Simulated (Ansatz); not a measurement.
WC: axial (c/a) deformation path

Method: Ansatz 0.2.0, DFT PBE, scalar-relativistic, plane waves, PAW. The runs took a 420 eV cutoff, a Γ-centred 24×24×24 mesh and Gaussian smearing (0.15 eV). Spin–orbit coupling is left out, which can shift energies with elements as heavy as these. No spin polarisation. Energies are free energies at this smearing, counted from the undisturbed cell; pressure is positive in compression.

The starting cell (relaxed at this level):

```
CELL_PARAMETERS angstrom
2.92177 0.00000 0.00000
-1.46089 2.53033 0.00000
0.00000 0.00000 2.84708
ATOMIC_POSITIONS crystal
W 0.00000 0.00000 0.00000
C 0.66667 0.33333 0.50000
```

At fixed volume and fractional coordinates, lengths along (0.000, 0.000, 1.000) are scaled against those across it; ρ is that ratio over its starting value. The cell is metallic on the mesh throughout.

```csv
ρ,ΔE (meV/atom),pressure (GPa)
0.800,803.7,25.6
0.850,?,?
0.920,?,?
0.960,25.7,2.2
1.000,0.0,0.0
1.050,37.2,-1.3
1.100,138.2,-1.2
1.200,481.2,1.8
1.300,933.6,7.5
```

Task: Give the withheld values.

Result: ΔE (meV/atom) at ρ = 0.850: 423.7; pressure (GPa) at ρ = 0.850: 15.3; ΔE (meV/atom) at ρ = 0.920: 109.3; pressure (GPa) at ρ = 0.920: 5.6.

Cost: 9 runs of about 3.6 core-minutes in all, on Arm Neoverse V1 (shared hosts).